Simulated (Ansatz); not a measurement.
# 2H-CrSTe monolayer in a perpendicular field, part 4 of 4

Wanted: the out-of-plane response of the 2H-CrSTe monolayer. A positive field points along +c.

Ansatz 0.2.0; plane-wave DFT, PBE-D3(BJ), Ansatz PAW (the session's first sound run).

So far, equivalent conductor thickness p/(ε₀AE) (Å): step 9 (response, atoms held, PBE D3(BJ)) 5.62; step 12 (ions relaxed, PBE D3(BJ)) 5.63; step 15 (LDA) 5.62.

## Step 17: Same geometry, cutoff 420 eV, functional PBE (run 2)

Level of this step: plane-wave DFT, PBE, Ansatz PAW (Ansatz).

The same run in the opposite field.

input.yaml

```yaml
crystal:
  lattice:
    - [3.2358179164, 0.0, 0.0]
    - [-1.6179089582, 2.8023005176, 0.0]
    - [0.0, 0.0, 21.1827851295]
  atoms:
    - { symbol: Te, position: [0.3333333333, 0.6666666667, 0.4248733084] }
    - { symbol: Cr, position: [0.0, 0.0, 0.5108385285] }
    - { symbol: S, position: [0.3333333333, 0.6666666667, 0.5751266916] }
kpoints:
  mp_grid: { grid: [6, 6, 1] }
hamiltonian:
  xc: pbe
scf:
  occupations: { method: fermi_dirac, width: 0.02585 }
  convergence: { dr2_threshold: 1.0e-09 }
efield:
  axis: 3
  dipole_correction: true
  ramp_position: 0.97
  ramp_width: 0.06
  amplitude: -0.1
output:
  write_potential: true
  write_density: true
  volumetric_format: npy
```

Started as:

```console
$ ansatz run input.yaml --threads 4 --pin off --max-ram 6144MiB --backend cpu --events-out ev --progress --plain --runs-dir out
```

Numbers of over 12 decimals in the logs are rounded to 6 here.

The log of the run:

```text
[...]
Crystal: 3 atoms, lattice volume = 192.080 Å³
Basis set: ecut = 420 eV, 3827 PW (Γ)
Bands: 22, of which v1, the nominal top of the filled ones, is band 18 counted from 1 (17 counted from 0)
Symmetry: 6 space group operations
[...]
k-points: 7 of 36 (time reversal used)
[...]
--- Band table (eV; the first three rows and the last of 7) ---
  k-point 0: bands = [... 14 lower, -2.3079, -0.8463, -0.8463, 0.0366, 2.3453, 2.3453, 3.6651, 3.7572]
  k-point 1: bands = [... 14 lower, -2.2766, -1.4741, -1.0179, -0.1460, 1.5654, 1.8689, 2.1249, 3.1653]
  k-point 2: bands = [... 14 lower, -2.4771, -1.9524, -0.9327, -0.7458, 0.7202, 1.2004, 2.0378, 2.9257]
  k-point 6: bands = [... 14 lower, -3.6373, -3.4572, -1.7129, -0.4008, 0.4010, 1.2481, 1.5922, 2.9742]
[key lines of the parts left out:]
SCF converged after 13 iterations
Free energy (F): -11260.664262 eV
Fermi energy:    0.209944 eV
Dipole field:    D = -0.103524 V/Å  (p = -0.109890 e·Å, saw-weighted, corrected)
```

The job ended after 1.6 s (4 threads of Intel Xeon Platinum 8488C (Sapphire Rapids), shared host; peak memory 0.49 GiB).

The dipole is -0.110 e·Å.

## Step 18: Response at this level

This step: plane-wave DFT, PBE, Ansatz PAW; response to a field along the normal, atoms held (Ansatz 0.2.0).

The induced dipole is that of a conductor 5.62 Å thick.

## Step 19: Same geometry, cutoff 500 eV, functional r2SCAN

This step: plane-wave DFT, r2SCAN, Ansatz PAW (Ansatz 0.2.0).

The geometry is kept and the functional is r2SCAN; other changes against the main runs: SCF threshold 1.0e-10 → 1.0e-09 eV, cutoff 420 → 500, k-mesh 18×18×1 → 6×6×1 and no dispersion term, which doesn't act on the electrons.

Edit input.yaml of step 17 so:

```diff
@@ -12,3 +12,3 @@
 hamiltonian:
-  xc: pbe
+  xc: r2scan
 scf:
@@ -21,3 +21,3 @@
   ramp_width: 0.06
-  amplitude: -0.1
+  amplitude: 0.1
 output:
```

The log of the run:

```text
[...]
Crystal: 3 atoms, lattice volume = 192.080 Å³
Basis set: ecut = 500 eV, 4871 PW (Γ), exchange–correlation on 96×96×640 points (64 copies of the dense FFT grid, shifted against one another)
Bands: 22, of which v1, the nominal top of the filled ones, is band 18 counted from 1 (17 counted from 0)
Symmetry: 6 space group operations
[...]
k-points: 7 of 36 (time reversal used)
[...]
--- Band table (eV; the first three rows and the last of 7) ---
  k-point 0: bands = [... 14 lower, -2.6093, -1.0576, -1.0576, -0.0905, 2.3062, 2.3062, 3.5634, 3.7365]
  k-point 1: bands = [... 14 lower, -2.5819, -1.7418, -1.2432, -0.2914, 1.5008, 1.8511, 2.0639, 3.1202]
  k-point 2: bands = [... 14 lower, -2.7932, -2.2520, -1.1868, -0.9033, 0.6143, 1.0855, 2.0102, 2.8866]
  k-point 6: bands = [... 14 lower, -3.9978, -3.8361, -2.0067, -0.5417, 0.2822, 1.1592, 1.4946, 2.9542]
[key lines of the parts left out:]
SCF converged after 12 iterations
Free energy (F): -11283.974716 eV
Fermi energy:    0.086943 eV
Dipole field:    D = -0.055143 V/Å  (p = -0.058534 e·Å, saw-weighted, corrected)
```

It took 3.5 s on 4 threads; peak memory 0.8 GiB; 12 s of CPU time.

The dipole is -0.0585 e·Å.

## Step 20: Same geometry, cutoff 500 eV, functional r2SCAN (run 2)

The same run in the opposite field.

Edit input.yaml of step 19 so:

```diff
@@ -21,3 +21,3 @@
   ramp_width: 0.06
-  amplitude: 0.1
+  amplitude: -0.1
 output:
```

The log of the run:

```text
[...]
Crystal: 3 atoms, lattice volume = 192.080 Å³
Basis set: ecut = 500 eV, 4871 PW (Γ), exchange–correlation on 96×96×640 points (64 copies of the dense FFT grid, shifted against one another)
Bands: 22, of which v1, the nominal top of the filled ones, is band 18 counted from 1 (17 counted from 0)
Symmetry: 6 space group operations
[...]
k-points: 7 of 36 (time reversal used)
[...]
--- Band table (eV; the first three rows and the last of 7) ---
  k-point 0: bands = [... 14 lower, -2.5844, -1.0294, -1.0294, -0.0814, 2.3255, 2.3255, 3.7777, 3.7777]
  k-point 1: bands = [... 14 lower, -2.5584, -1.7046, -1.2135, -0.2769, 1.5371, 1.8720, 2.0867, 3.1581]
  k-point 2: bands = [... 14 lower, -2.7709, -2.2169, -1.1551, -0.8836, 0.6494, 1.1146, 2.0402, 2.9178]
  k-point 6: bands = [... 14 lower, -3.9807, -3.8089, -1.9797, -0.5100, 0.3127, 1.1893, 1.5239, 2.9895]
[key lines of the parts left out:]
SCF converged after 11 iterations
Free energy (F): -11283.992008 eV
Fermi energy:    0.106730 eV
Dipole field:    D = -0.107725 V/Å  (p = -0.114350 e·Å, saw-weighted, corrected)
```

The job ended after 3.2 s (4 threads; peak memory 0.81 GiB).

The dipole is -0.114 e·Å.

## Step 21: Response at this level

This step: plane-wave DFT, r2SCAN, Ansatz PAW; response to a field along the normal, atoms held (Ansatz 0.2.0).

The induced dipole is that of a conductor 5.57 Å thick.

## Step 22: Same geometry, cutoff 420 eV, functional HSE06

This step: plane-wave DFT, HSE06, Ansatz PAW (Ansatz 0.2.0).

The geometry is kept and the functional is HSE06; other changes against the main runs: SCF threshold 1.0e-10 → 1.0e-09 eV, k-mesh 18×18×1 → 6×6×1 and no dispersion term, which doesn't act on the electrons.

Edit input.yaml of step 20 so:

```diff
@@ -12,3 +12,3 @@
 hamiltonian:
-  xc: r2scan
+  xc: hse06
 scf:
@@ -21,3 +21,3 @@
   ramp_width: 0.06
-  amplitude: -0.1
+  amplitude: 0.1
 output:
```

The log of the run:

```text
[...]
Crystal: 3 atoms, lattice volume = 192.080 Å³
Basis set: ecut = 420 eV, 3827 PW (Γ)
Bands: 22, of which v1, the nominal top of the filled ones, is band 18 counted from 1 (17 counted from 0)
Symmetry: 6 space group operations
[...]
k-points: 7 of 36 (time reversal used)
[...]
k-point 0: bands = [... 14 lower, -3.1089, -1.4171, -1.4171, -0.3906, 2.7177, 2.7177]
  k-point 1: bands = [... 14 lower, -3.0457, -2.0916, -1.6227, -0.6212, 1.7005, 2.2043]
  k-point 2: bands = [... 14 lower, -3.2485, -2.6667, -1.5203, -1.2851, 0.7888, 1.3230]
  k-point 6: bands = [... 14 lower, -4.4911, -4.3613, -2.4283, -0.8024, 0.3966, 1.3863]
  guard bands above this table: 2 of the run's 22 bands. The solve was not asked for them (output.publish_guard_bands: true or output.eigenvalues: true publishes all)
[key lines of the parts left out:]
Free energy (F): -11263.282038 eV
Fermi energy:    -0.005913 eV
Dipole field:    D = -0.060015 V/Å  (p = -0.063706 e·Å, saw-weighted, corrected)
```

The job ended after 17 s (4 threads; peak memory 2.3 GiB; 60 s of CPU time).

The dipole is -0.0637 e·Å.

## Step 23: Same geometry, cutoff 420 eV, functional HSE06 (run 2)

The same run in the opposite field.

Edit input.yaml of step 22 so:

```diff
@@ -21,3 +21,3 @@
   ramp_width: 0.06
-  amplitude: 0.1
+  amplitude: -0.1
 output:
```

The log of the run:

```text
[...]
Crystal: 3 atoms, lattice volume = 192.080 Å³
Basis set: ecut = 420 eV, 3827 PW (Γ)
Bands: 22, of which v1, the nominal top of the filled ones, is band 18 counted from 1 (17 counted from 0)
Symmetry: 6 space group operations
[...]
k-points: 7 of 36 (time reversal used)
[...]
--- Band table (eV; the first three rows and the last of 7) ---
  k-point 0: bands = [... 14 lower, -3.0813, -1.3918, -1.3918, -0.3818, 2.7398, 2.7398]
  k-point 1: bands = [... 14 lower, -3.0196, -2.0546, -1.5955, -0.6066, 1.7382, 2.2253]
  k-point 2: bands = [... 14 lower, -3.2245, -2.6301, -1.4901, -1.2651, 0.8254, 1.3534]
  k-point 6: bands = [... 14 lower, -4.4726, -4.3348, -2.4008, -0.7688, 0.4288, 1.4155]
[...]
[key lines of the parts left out:]
Free energy (F): -11263.300371 eV
Fermi energy:    0.014521 eV
Dipole field:    D = -0.112655 V/Å  (p = -0.119583 e·Å, saw-weighted, corrected)
```

Wall time 17 s (4 threads); peak memory 2.3 GiB; 63 s of CPU time.

The dipole is -0.120 e·Å.

## Step 24: Side by side

Times are for 4 threads of Intel Xeon Platinum 8488C (Sapphire Rapids), shared host. Results by setting:

| no. | functional | field | dipole along the normal (e·Å) | time | memory (GiB) |
| --- | --- | --- | --- | --- | --- |
| 1 | lda | 0.1 V/Å | -0.05118 | 1.2 s | 0.48 |
| 2 | lda | -0.1 V/Å | -0.1075 | 1.3 s | 0.48 |
| 3 | pbe | 0.1 V/Å | -0.05359 | 1.2 s | 0.47 |
| 4 | pbe | -0.1 V/Å | -0.1099 | 1.6 s | 0.49 |
| 5 | r2scan | 0.1 V/Å | -0.05853 | 3.5 s | 0.80 |
| 6 | r2scan | -0.1 V/Å | -0.1144 | 3.2 s | 0.81 |
| 7 | hse06 | 0.1 V/Å | -0.06371 | 17 s | 2.3 |
| 8 | hse06 | -0.1 V/Å | -0.1196 | 17 s | 2.3 |

## Step 25: Response at this level

This step: plane-wave DFT, HSE06, Ansatz PAW; response to a field along the normal, atoms held (Ansatz 0.2.0).

The induced dipole is that of a conductor 5.58 Å thick.

## Step 26: The same run with other settings

This step: plane-wave DFT, PBE-D3(BJ), Ansatz PAW (Ansatz 0.2.0).

A run with a changed input: it repeats the earlier run at 0.03 V/Å with scf.occupations.method from fermi_dirac to gaussian and scf.occupations.width from 0.02585 to 0.025.

input.yaml, the sections that differ from step 23:

```yaml
kpoints:
  mp_grid: { grid: [18, 18, 1] }
  band_path:
    path: [[0, 0, 0], [0.5, 0, 0], [0.33333333, 0.33333333, 0], [0, 0, 0]]
    npoints: 16
hamiltonian:
  xc: pbe
  dispersion: d3bj
scf:
  occupations: { method: gaussian, width: 0.025 }
  convergence: { dr2_threshold: 1.0e-10 }
efield:
  axis: 3
  dipole_correction: true
  ramp_position: 0.97
  ramp_width: 0.06
  amplitude: 0.03
# crystal, output: as in step 23
```

The log of the run:

```text
[...]
Crystal: 3 atoms, lattice volume = 192.080 Å³
Basis set: ecut = 420 eV, 3827 PW (Γ)
Bands: 22, of which v1, the nominal top of the filled ones, is band 18 counted from 1 (17 counted from 0)
Symmetry: 6 space group operations
[...]
k-points: 37 of 324 (time reversal used)
[...]
SCF iter   1: F=—  HF=-11264.238851 eV  |F-HF|=—  |Δ(HF+E_count)|=         —  Δρ=8.75e-2  dr2=1.77e1  ethr=3.10e-3  p=0.009 e·Å  D=8.14e-3 V/Å  ΔV_dip=-0.17 eV  dr2_dipole=2.02e-1  V_vac-E_F(+/−)=4.68/4.28 eV  ⟨swp⟩=11.1  Hψ=5163  notcnv=0
[...]
SCF iter  14: F=-11261.603136 eV  HF=-11261.603136 eV  |F-HF|=4.18e-11  |Δ(HF+E_count)|=  3.27e-11  Δρ=5.69e-8  dr2=8.31e-12  ethr=1.00e-12  p=-0.073 e·Å  D=-6.90e-2 V/Å  ΔV_dip=1.46 eV  dr2_dipole=3.09e-13  V_vac-E_F(+/−)=5.80/3.76 eV  ⟨swp⟩=4.7  Hψ=2630  notcnv=0
SCF 1 converged in 14 iterations: F = -11261.603136 eV  dr2 = 8.31e-12
[...]
SCF converged after 14 iterations
Free energy (F): -11261.603136 eV
[...]
Internal energy: -11261.603136 eV  (E = F + TS)
E sigma→0 (E₀):  -11261.603136 eV
Fermi energy:    0.207882 eV
Dipole field:    D = -0.069037 V/Å  (p = -0.073283 e·Å, saw-weighted, corrected)
Work function:   not extracted (applied field tilts the vacuum); planar V_es + V_field profile in the machine report
[...]
--- Band table (eV; the first three rows and the last of 37) ---
  k-point 0: bands = [... 14 lower, -2.3229, -0.8636, -0.8636, 0.0327, 2.3336, 2.3336, 3.4086, 3.7326]
  k-point 1: bands = [... 14 lower, -2.3148, -0.9244, -0.8923, 0.0245, 2.2234, 2.3235, 3.3149, 3.4949]
  k-point 2: bands = [... 14 lower, -2.2973, -1.1225, -0.9630, -0.0225, 1.9814, 2.2695, 2.4724, 3.3810]
  k-point 36: bands = [... 14 lower, -3.6482, -3.4741, -1.7296, -0.4202, 0.3842, 1.2298, 1.5740, 2.9531]
```

Elapsed: 5.8 s, on 4 threads; peak memory 0.6 GiB.

This step gave:

- gap on the k-mesh: 0.3516 eV
- dipole along the normal: -0.07328 e·Å
- gap along the path: 0.3516 eV
- smallest direct gap along the path: 0.8044 eV
- gap, the smaller of path and mesh: 0.3516 eV

The electronic bands at the labelled points (eV, zero at the Fermi level of the run, which the smearing sets inside the gap):

| point | band 15 | band 16 | band 17 | band 18 | band 19 | band 20 | band 21 | band 22 |
| --- | --- | --- | --- | --- | --- | --- | --- | --- |
| Γ | -2.53 | -1.07 | -1.07 | -0.18 | 2.13 | 2.13 | 3.20 | 3.52 |
| halfway | -2.56 | -2.17 | -1.27 | -0.70 | 0.63 | 1.45 | 1.61 | 2.76 |
| M | -2.88 | -2.14 | -0.97 | -0.96 | 0.53 | 0.62 | 2.09 | 2.65 |
| halfway | -3.34 | -2.98 | -1.97 | -0.64 | 0.36 | 0.88 | 1.58 | 2.40 |
| K | -3.86 | -3.68 | -1.94 | -0.63 | 0.18 | 1.02 | 1.37 | 2.75 |
| halfway | -2.96 | -2.02 | -1.85 | -0.64 | 0.48 | 0.93 | 1.48 | 2.35 |
| Γ | -2.53 | -1.07 | -1.07 | -0.18 | 2.13 | 2.13 | 3.20 | 3.52 |

| quantity | this run | earlier run | difference |
| --- | --- | --- | --- |
| dipole along the normal (e·Å) | -0.07328 | -0.07328 | -1.9e-6 |
| gap along the path (eV) | 0.3516 | 0.3516 | -1.7e-5 |
| smallest direct gap along the path (eV) | 0.8044 | 0.8044 | -5.0e-6 |

Nothing in the table moves by 0.01 in its unit (for the dipole 0.5 % and 5e-5 e·Å).

## Step 27: Varying the input: efield.ramp_width = 0.04

Another changed input: it repeats the earlier run at 0.03 V/Å with efield.ramp_width from 0.06 to 0.04.

Edit input.yaml of step 26 so:

```diff
@@ -18,3 +18,3 @@
 scf:
-  occupations: { method: gaussian, width: 0.025 }
+  occupations: { method: fermi_dirac, width: 0.02585 }
   convergence: { dr2_threshold: 1.0e-10 }
@@ -24,3 +24,3 @@
   ramp_position: 0.97
-  ramp_width: 0.06
+  ramp_width: 0.04
   amplitude: 0.03
```

The log of the run:

```text
[...]
Crystal: 3 atoms, lattice volume = 192.080 Å³
Basis set: ecut = 420 eV, 3827 PW (Γ)
Bands: 22, of which v1, the nominal top of the filled ones, is band 18 counted from 1 (17 counted from 0)
Symmetry: 6 space group operations
[...]
k-points: 37 of 324 (time reversal used)
[...]
SCF iter   1: F=—  HF=-11264.238867 eV  |F-HF|=—  |Δ(HF+E_count)|=         —  Δρ=8.75e-2  dr2=1.77e1  ethr=3.10e-3  p=0.009 e·Å  D=8.14e-3 V/Å  ΔV_dip=-0.17 eV  dr2_dipole=2.02e-1  V_vac-E_F(+/−)=4.68/4.26 eV  ⟨swp⟩=11.1  Hψ=5159  notcnv=0
[...]
SCF iter  14: F=-11261.603138 eV  HF=-11261.603138 eV  |F-HF|=7.28e-12  |Δ(HF+E_count)|=  1.82e-12  Δρ=7.92e-8  dr2=1.18e-11  ethr=1.00e-12  p=-0.073 e·Å  D=-6.90e-2 V/Å  ΔV_dip=1.46 eV  dr2_dipole=1.23e-12  V_vac-E_F(+/−)=5.79/3.74 eV  ⟨swp⟩=4.2  Hψ=2602  notcnv=0
SCF 1 converged in 14 iterations: F = -11261.603138 eV  dr2 = 1.18e-11
[...]
SCF converged after 14 iterations
Free energy (F): -11261.603138 eV
[...]
Internal energy: -11261.603121 eV  (E = F + TS)
E sigma→0 (E₀):  -11261.603129 eV
Entropy (-TS):   -0.000018 eV (-0.006 meV/atom)
Fermi energy:    0.237333 eV
Dipole field:    D = -0.069032 V/Å  (p = -0.073278 e·Å, saw-weighted, corrected)
Work function:   not extracted (applied field tilts the vacuum); planar V_es + V_field profile in the machine report
[...]
--- Band table (eV; the first three rows and the last of 37) ---
  k-point 0: bands = [... 14 lower, -2.3019, -0.8426, -0.8426, 0.0537, 2.3546, 2.3546, 3.4283, 3.7536]
  k-point 1: bands = [... 14 lower, -2.2938, -0.9034, -0.8713, 0.0455, 2.2443, 2.3445, 3.3357, 3.5147]
  k-point 2: bands = [... 14 lower, -2.2763, -1.1015, -0.9420, -0.0015, 2.0024, 2.2905, 2.4934, 3.4020]
  k-point 36: bands = [... 14 lower, -3.6272, -3.4531, -1.7086, -0.3992, 0.4052, 1.2508, 1.5950, 2.9741]
```

Wall time 5.7 s (4 threads); peak memory 0.61 GiB; 21 s of CPU time.

Electronic bands along the path, in eV, zero at the Fermi level of the run, which the smearing sets inside the gap:

| point | band 15 | band 16 | band 17 | band 18 | band 19 | band 20 | band 21 | band 22 |
| --- | --- | --- | --- | --- | --- | --- | --- | --- |
| Γ | -2.54 | -1.08 | -1.08 | -0.18 | 2.12 | 2.12 | 3.19 | 3.52 |
| halfway | -2.57 | -2.17 | -1.27 | -0.71 | 0.62 | 1.44 | 1.61 | 2.75 |
| M | -2.89 | -2.15 | -0.98 | -0.97 | 0.52 | 0.61 | 2.08 | 2.64 |
| halfway | -3.35 | -2.99 | -1.98 | -0.65 | 0.35 | 0.87 | 1.57 | 2.39 |
| K | -3.86 | -3.69 | -1.95 | -0.64 | 0.17 | 1.01 | 1.36 | 2.74 |
| halfway | -2.97 | -2.03 | -1.86 | -0.65 | 0.47 | 0.92 | 1.47 | 2.34 |
| Γ | -2.54 | -1.08 | -1.08 | -0.18 | 2.12 | 2.12 | 3.19 | 3.52 |

| quantity | this run | earlier run | difference |
| --- | --- | --- | --- |
| dipole along the normal (e·Å) | -0.07328 | -0.07328 | 3.3e-6 |
| gap along the path (eV) | 0.3516 | 0.3516 | -1.0e-6 |
| smallest direct gap along the path (eV) | 0.8044 | 0.8044 | 1.0e-6 |

Nothing in the table moves by 0.01 in its unit (for the dipole 0.5 % and 5e-5 e·Å).

## Step 28: Summary of results

```yaml
gap_without_field: 0.355 eV
ionisation_energy_upper_face: 5.78 eV
electron_affinity_upper_face: 5.42 eV
step_between_the_vacuum_levels: 1.63 eV
equivalent_conductor_thickness_atoms_held: 5.62 Å
equivalent_conductor_thickness_atoms_relaxed: 5.63 Å
equivalent_conductor_thickness_lda: 5.62 Å
equivalent_conductor_thickness_pbe: 5.62 Å
equivalent_conductor_thickness_r2scan: 5.57 Å
equivalent_conductor_thickness_hse06: 5.58 Å
```

The induced dipole equals that of a perfect conductor 5.62 Å thick, while the outer atoms lie 3.18 Å apart; an out-of-plane ε follows only once a thickness t is chosen, by 1 − 1/ε = 5.62 Å / t. The two faces differ: the vacuum level above lies 1.63 eV higher than the one below. The gap goes from 0.35 eV to 0.38 eV at -0.25 V/Å. Across the functionals the thickness runs from 5.57 to 5.62 Å; those runs use a coarser k-mesh, so they are to be compared with each other. Semilocal functionals give gaps that are too small, and excitons are not included. The main runs have no spin polarisation; a magnetic state could lie lower and would change these results. Spin-orbit coupling is left out, which matters for the bands of elements this heavy.

[Logs are printed without paths, hosts, clocks, repeated set-up lines and the standing remarks that a program may print on its own settings, such as how far it seeks lower states.]

[Hosts, paths, dates, database ids (printed as entryN), source tags and the programs' standing remarks are cut or masked in the printed files.]

[Maps of the electrostatic potential energy from Ansatz leave out the sawtooth potential of an applied field or a dipole correction, so their vacuum need not be flat; planar profiles and work functions include it.]
